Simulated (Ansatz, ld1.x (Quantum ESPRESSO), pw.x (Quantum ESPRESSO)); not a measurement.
# Mg: one change to the ultrasoft potential, in the atom and in the fcc crystal

| Property | Result |
| --- | --- |
| Element | magnesium |
| Generator | ld1.x (Quantum ESPRESSO) 7.5 |
| Type | ultrasoft |
| Functional | PBE |
| Relativity | scalar-relativistic |
| Frozen core | [Ne] |
| Valence charge | 2 |
| Reference configuration | 3s1.5 3p0 (charge +0.5) |
| Partial waves | 3s (bound): rcut 2.00, rcutus 2.65 bohr; 3s channel at 0.75 Ry: rcut 2.00, rcutus 2.65 bohr; 3p (bound, empty): rcut 2.05, rcutus 2.60 bohr; 3p channel at 1.25 Ry: rcut 2.05, rcutus 2.60 bohr; 3d channel at 0.4 Ry: rcut 1.70, rcutus 2.05 bohr; 3d channel at 2.55 Ry: rcut 1.70, rcutus 2.05 bohr |
| Local potential | all-electron potential smoothed inside 2.00 bohr (lloc = -1) |
| Core correction | Bessel-smoothed model core inside 1.75 bohr |
| Augmentation charge | built from norm-conserving waves at rcut, not smoothed further |

Change: waves 3p (bound): rcut 2.05, rcutus 3.28 bohr; 3p channel at 1.25 Ry: rcut 2.05, rcutus 3.28 bohr.

Cutoffs, loose and tight: the cutoffs (Ry, on a coarse ladder) from which the occupation-weighted sum of valence levels, in a spherical-Bessel basis at the reference potential, stays within 10 and 1 mRy of its value at 400 Ry. They do not see the model core or the augmentation charge, which bear on the density cutoff. Test errors are all-electron minus pseudo excitation energies from the reference, over the configurations 3s2 3p0; 3s1 3p0; 3s1 3p1; 3s0 3p2; 3s0 3p1; variants that change the core or the reference have their own tests.

Crystal test: fcc Mg in pw.x 7.5, no spin, 13³ k-points, Fermi–Dirac smearing 0.01 Ry, cutoffs set for each file from its atomic test. The reference is all-electron LAPW (Ansatz 0.2.0) with the same functional, mesh and smearing; V0 and B0 come from Birch–Murnaghan fits to the pressures at five volumes. Errors are pseudo minus all-electron; Δ is the rms difference of the E(V) curves that follow from these fits, minima aligned, over ±6 % about the mean V0. Mesh and smearing are coarse, so the numbers serve the comparison and aren't converged zero-temperature values; the lattice is a test structure that the element need not adopt.

All-electron: a0 = 4.524 Å (V0 = 23.15 Å³/atom), B0 = 35.0 GPa.

Task: Does the change bring the crystal closer to the all-electron result?

Result: The mean pressure error goes from -0.14 to -0.18 GPa, so the change moves the solid further from the all-electron pressures.

| quantity | base | changed |
| --- | --- | --- |
| outcome (atom) | generated | generated |
| cutoff, loose (atom) | 6 Ry | 6 Ry |
| cutoff, tight (atom) | 6 Ry | 6 Ry |
| bound ghosts (atom) | none | none |
| largest test error (meV) (atom) | +3.0 | +3.3 |
| cutoffs in pw.x (Ry) | 40/600 | 40/600 |
| a0 (Å) | 4.518 | 4.517 |
| a0 error (%) | -0.13 | -0.17 |
| B0 error (%) | +0.2 | +1.3 |
| Δ (meV/atom) | 0.7 | 0.9 |
| mean pressure error (GPa) | -0.14 | -0.18 |

Changed file: The largest radius (3.28 bohr) exceeds half the bond length (3.02 bohr), so the spheres overlap, which is one possible source of error among others. The atomic cutoffs weigh occupied waves only.
